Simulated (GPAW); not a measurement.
# W (Fm-3m) in GPAW: equation of state

Aim: energy against volume of W in PBE, for its equilibrium volume and stiffness.

Program: GPAW 26.7.0. These are calculated values, not measurements. Logs are shortened: lines on timing, memory, paths and dates and some standing lists are left out, and cuts for length are marked. The log counts tension as positive stress, the text compression.

## (1) The structure

Symmetry: Fm-3m, No. 225, cubic system. Conventional cell: a = 4.060 Å, b = 4.060 Å, c = 4.060 Å, α = 90.00°, β = 90.00°, γ = 90.00°. W (site symmetry m-3m) has 12 W at 2.87 Å as nearest neighbours.

This isn't the form of W at room conditions, which is bcc.

## (2) Equation of state, PBE

Input file run.py:

```python
from ase import Atoms
from ase.eos import EquationOfState
from ase.io import Trajectory
from ase.units import GPa
from gpaw import GPAW, PW

atoms = Atoms(['W'],
              cell=[[0.0, 2.03, 2.03],
                    [2.03, 0.0, 2.03],
                    [2.03, 2.03, 0.0]],
              scaled_positions=[[0.0, 0.0, 0.0]],
              pbc=True)

traj = Trajectory('eos.traj', 'w')
volumes, energies = [], []
for x in [0.94, 0.96, 0.98, 1.0, 1.02, 1.04, 1.06]:
    a = atoms.copy()
    a.set_cell(atoms.cell * x**(1 / 3), scale_atoms=True)
    calc = GPAW(mode=PW(600),
                xc='PBE',
                kpts={'size': (11, 11, 11), 'gamma': True},
                occupations={'name': 'fermi-dirac', 'width': 0.05},
                nbands=16,
                convergence={'density': 1e-05, 'energy': 1e-05},
                maxiter=150,
                txt=f'eos-{x:.2f}.txt')
    a.calc = calc
    energies.append(a.get_potential_energy(force_consistent=True))
    volumes.append(a.get_volume())
    p = -a.get_stress()[:3].mean() / GPa
    calc.write(f'eos-{x:.2f}.gpw')
    traj.write(a)
    print(f'{x:.2f} {volumes[-1]:10.4f} A^3 {energies[-1]:14.6f} eV {p:9.3f} GPa', flush=True)

v0, e0, B = EquationOfState(volumes, energies, eos='birchmurnaghan').fit()
print(f'V0 = {v0:.4f} A^3, E0 = {e0:.6f} eV, B0 = {B / GPa:.2f} GPa')
```

Potentials or basis: GPAW PAW data sets (gpaw-data 1.2.1), pw.

Command:

```bash
> OMP_NUM_THREADS=1 python run.py
```

The log of the run:

```text
__  _  _
 | _ |_)|_||  |
 |__||  | ||/\| - 26.7.0

Input parameters:
  mode=PW(ecut=600.0),
  convergence={'density': 1e-05, 'energy': 1e-05},
  kpts=MonkhorstPack(size=(11, 11, 11), gamma=True),
  maxiter=150,
  nbands=16,
  occupations=Occupations(name='fermi-dirac', width=0.05),
  xc=XC(name='PBE')

Diagonalizing LCAO Hamiltonian
Converting LCAO to pw mode

       W

Atoms  # Å, Bohr magnetons
|   | symbol |        x |        y |        z |    initial magnetic moments |
|---|--------|----------|----------|----------|-----------------------------|
| 0 |      W | 0.000000 | 0.000000 | 0.000000 | ( 0.0000,  0.0000,  0.0000) |

Unit cell  # Å
| periodic |        x |        y |        z |  lengths |    angles |
|----------|----------|----------|----------|----------|-----------|
|      yes | 0.000000 | 1.988560 | 1.988560 | 2.812248 | 60.000000 |
|      yes | 1.988560 | 0.000000 | 1.988560 | 2.812248 | 60.000000 |
|      yes | 1.988560 | 1.988560 | 0.000000 | 2.812248 | 60.000000 |

Number of symmetries: 48
Symmetry operations  # r_c * U_cc + t_c -> r_c
|    | kind |            matrix            |
|----|------|------------------------------|
|  0 |  σ   |  1, 0, 0,  1, 0,-1,  1,-1, 0 |
|  1 |  C2  |  1, 0, 0,  1,-1, 0,  1, 0,-1 |
|  2 |  E   |  1, 0, 0,  0, 1, 0,  0, 0, 1 |
|  3 |  σ   |  1, 0, 0,  0, 0, 1,  0, 1, 0 |
|  4 |  C4  |  1, 0,-1,  1, 0, 0,  1,-1, 0 |
|  5 |  S6  |  1, 0,-1,  1,-1, 0,  1, 0, 0 |
|  6 |  σ   |  1, 0,-1,  0, 1,-1,  0, 0,-1 |
|  7 |  C3  |  1, 0,-1,  0, 0,-1,  0, 1,-1 |
|  8 |  S6  |  1,-1, 0,  1, 0, 0,  1, 0,-1 |
|  9 |  C4  |  1,-1, 0,  1, 0,-1,  1, 0, 0 |
| 10 |  C3  |  1,-1, 0,  0,-1, 1,  0,-1, 0 |
| 11 |  σ   |  1,-1, 0,  0,-1, 0,  0,-1, 1 |
| 12 |  σ   |  0, 1, 0,  1, 0, 0,  0, 0, 1 |
| 13 |  C4  |  0, 1, 0,  0, 1,-1, -1, 1, 0 |
| 14 |  C3  |  0, 1, 0,  0, 0, 1,  1, 0, 0 |
| 15 |  S6  |  0, 1, 0, -1, 1, 0,  0, 1,-1 |
| 16 |  C2  |  0, 1,-1,  1, 0,-1,  0, 0,-1 |
| 17 |  σ   |  0, 1,-1,  0, 1, 0, -1, 1, 0 |
| 18 |  S4  |  0, 1,-1,  0, 0,-1,  1, 0,-1 |
| 19 |  C4  |  0, 1,-1, -1, 1, 0,  0, 1, 0 |
| 20 |  C3  |  0, 0, 1,  1, 0, 0,  0, 1, 0 |
| 21 |  σ   |  0, 0, 1,  0, 1, 0,  1, 0, 0 |
| 22 |  S6  |  0, 0, 1,  0,-1, 1, -1, 0, 1 |
| 23 |  C4  |  0, 0, 1, -1, 0, 1,  0,-1, 1 |
| 24 |  S4  |  0, 0,-1,  1, 0,-1,  0, 1,-1 |
| 25 |  C3  |  0, 0,-1,  0, 1,-1,  1, 0,-1 |
| 26 |  C2  |  0, 0,-1,  0,-1, 0, -1, 0, 0 |
| 27 |  S6  |  0, 0,-1, -1, 0, 0,  0,-1, 0 |
| 28 |  S4  |  0,-1, 1,  1,-1, 0,  0,-1, 0 |
| 29 |  C4  |  0,-1, 1,  0, 0, 1, -1, 0, 1 |
| 30 |  C2  |  0,-1, 1,  0,-1, 0,  1,-1, 0 |
| 31 |  σ   |  0,-1, 1, -1, 0, 1,  0, 0, 1 |
| 32 |  C3  |  0,-1, 0,  1,-1, 0,  0,-1, 1 |
| 33 |  S6  |  0,-1, 0,  0, 0,-1, -1, 0, 0 |
| 34 |  S4  |  0,-1, 0,  0,-1, 1,  1,-1, 0 |
| 35 |  C2  |  0,-1, 0, -1, 0, 0,  0, 0,-1 |
| 36 |  C2  | -1, 1, 0,  0, 1, 0,  0, 1,-1 |
| 37 |  S6  | -1, 1, 0,  0, 1,-1,  0, 1, 0 |
| 38 |  S4  | -1, 1, 0, -1, 0, 1, -1, 0, 0 |
| 39 |  C3  | -1, 1, 0, -1, 0, 0, -1, 0, 1 |
| 40 |  S6  | -1, 0, 1,  0, 0, 1,  0,-1, 1 |
| 41 |  C2  | -1, 0, 1,  0,-1, 1,  0, 0, 1 |
| 42 |  C3  | -1, 0, 1, -1, 1, 0, -1, 0, 0 |
| 43 |  S4  | -1, 0, 1, -1, 0, 0, -1, 1, 0 |
| 44 |  C2  | -1, 0, 0,  0, 0,-1,  0,-1, 0 |
| 45 |  i   | -1, 0, 0,  0,-1, 0,  0, 0,-1 |
| 46 |  σ   | -1, 0, 0, -1, 1, 0, -1, 0, 1 |
| 47 |  C2  | -1, 0, 0, -1, 0, 1, -1, 1, 0 |

BZ-sampling:
  Number of BZ points: 1331
  Number of IBZ points: 56

  Monkhorst-Pack size: [11, 11, 11]
  Monkhorst-Pack shift: [0, 0, 0]

K-points  # in reciprocal-cell coordinates
|     |                                coordinates |     weight |
|-----|--------------------------------------------|------------|
|   0 | (  0.00000000,   0.00000000,   0.00000000) | 0.00075131 |
|   1 | (  0.09090909,   0.09090909,   0.00000000) | 0.00450789 |
|   2 | (  0.09090909,   0.09090909,   0.09090909) | 0.00601052 |
|   3 | (  0.18181818,   0.09090909,   0.09090909) | 0.00901578 |
|   4 | (  0.18181818,   0.18181818,   0.00000000) | 0.00450789 |
|   5 | (  0.18181818,   0.18181818,   0.09090909) | 0.01803156 |
|   6 | (  0.18181818,   0.18181818,   0.18181818) | 0.00601052 |
|   7 | (  0.27272727,   0.18181818,   0.09090909) | 0.01803156 |
|   8 | (  0.27272727,   0.18181818,   0.18181818) | 0.01803156 |
|   9 | (  0.27272727,   0.27272727,   0.00000000) | 0.00450789 |
| ... |                                            |            |
|  55 | (  0.45454545,   0.45454545,   0.45454545) | 0.00601052 |

Plane wave coefficients: 534
Cutoff: 600.0 eV

Spin-components: 1 (collinear spins)
Bands:           16
Projectors:      6
Spin-degeneracy: 2
Datatype:        complex128

Density:
  Valence electrons: 14.0
  Components: 1
  Grid points: [16 16 16]
  Charge: 0.0  # |e|

Potential:
  Grid points: [16 16 16]

species:
  W:
    name:    Tungsten
    Z:       74.0
    valence: 14
    core:    60
    charge:  0.0  # [|e|]
    compensation charges:
      type: gauss
      rc: 0.40  # [Å]
      lmax: 2
    cutoffs:
      filter: 2.36  # [Å]
      core: 3.02  # [Å]
    projectors
    | kind |    occ | energy [eV] | rcut [Å] |
    |------|--------|-------------|----------|
    |   5s |  2.000 |     -78.830 |    1.344 |
    |   6s |  2.000 |      -5.697 |    1.344 |
    |   5p |  6.000 |     -43.233 |    1.355 |
    |   6p |  0.000 |      -1.367 |    1.355 |
    |   5d |  4.000 |      -4.494 |    1.228 |
    |    d |        |      22.717 |    1.228 |

    Using partial waves for W as LCAO basis

Reference energy: -438771.671655  # eV

eigensolver:
  PPCG
  Converge bands: occupied
  niter=2

density mixing:
  MSR1-Mixer
  Pratt-step length: 0.05
  Maximum mixing coefficient: 0.75
  Old densities: 10
  SVD Regularization: 0.005
  Good broyden scale: 1.0
  Trust region scale: 1.0
  Backstep threshold: 4.0
  History deletion threshold: 6.0
  Fourier metric: weight=20.0, sigma=0.015

occupation numbers:
  Fermi-Dirac:
    width: 0.0500  # eV

poisson solver:
  ecut: 4800.0  # eV

xc functional:
[... 9 lines left out ...]
|iter     | |      energy | eigst |  dens |
|---------|-|-------------|-------|-------|
|iter:   1| |  -11.284611 | -0.12 |       |
|iter:   2| |  -11.250600 | -3.29 | -1.26 |
|iter:   3| |  -11.078964 | -2.26 | -1.29 |
|iter:   4| |  -11.080246 | -3.67 | -1.97 |
|iter:   5| |  -11.080982 | -4.79 | -2.38 |
|iter:   6| |  -11.080986 | -6.91 | -3.69 |
|iter:   7| |  -11.080986c| -8.04c| -4.08 |
|iter:   8| |  -11.080986c| -8.96c| -5.43c|

Converged in 8 steps
Energy contributions relative to reference atoms: (reference = -438771.671655)

Energy contributions:
  Kinetic:          11.326697
  Coulomb:         -12.096138
  Zero:             -0.012862
  External:          0.000000
  Xc:              -10.294716
  Entropy:          -0.007934
  Spinorbit:         0.000000
  ----------------------------
  Free energy:     -11.084953
  Extrapolated:    -11.080986

dipole moment: (-14.839295, -14.839295, -14.839295)  # |e|*Ang

Fermi level: 14.260
Eigenvalues  # (at kpt = [0.000, 0.000, 0.000])
| band index |      eig [eV] | occ [0-2] |
|------------|---------------|-----------|
|          0 |       -59.100 |     2.000 |
|          1 |       -22.938 |     2.000 |
|          2 |       -22.938 |     2.000 |
|          3 |       -22.938 |     2.000 |
|          4 |         5.134 |     2.000 |
|          5 |        13.675 |     2.000 |
[... 8 lines left out ...]
|         14 |        37.028 |     0.000 |
|         15 |        49.225 |     0.000 |

No gap
No difference between direct/indirect transitions

Stress tensor  # eV/Ang^3
|         x |         y |         z |
|-----------|-----------|-----------|
| -0.087474 | -0.000000 |  0.000000 |
| -0.000000 | -0.087474 |  0.000000 |
|  0.000000 |  0.000000 | -0.087474 |

# Writing to eos-0.94.gpw (mode='')
```

It took 59 s on 1 thread of Arm Neoverse V2, shared host; peak memory 0.19 GiB.

What came out:

| Property | Result |
| --- | --- |
| Equilibrium volume | 16.43 Å³/atom |
| Bulk modulus | 293 GPa |
| Pressure derivative of the bulk modulus | 4.5 |

Energy against volume, from the lowest point:
```csv
volume (Å³/atom),energy (meV/atom)
15.727,29.53
16.062,7.75
16.396,0.00
16.731,4.91
17.065,21.11
17.400,47.40
17.735,82.67
```
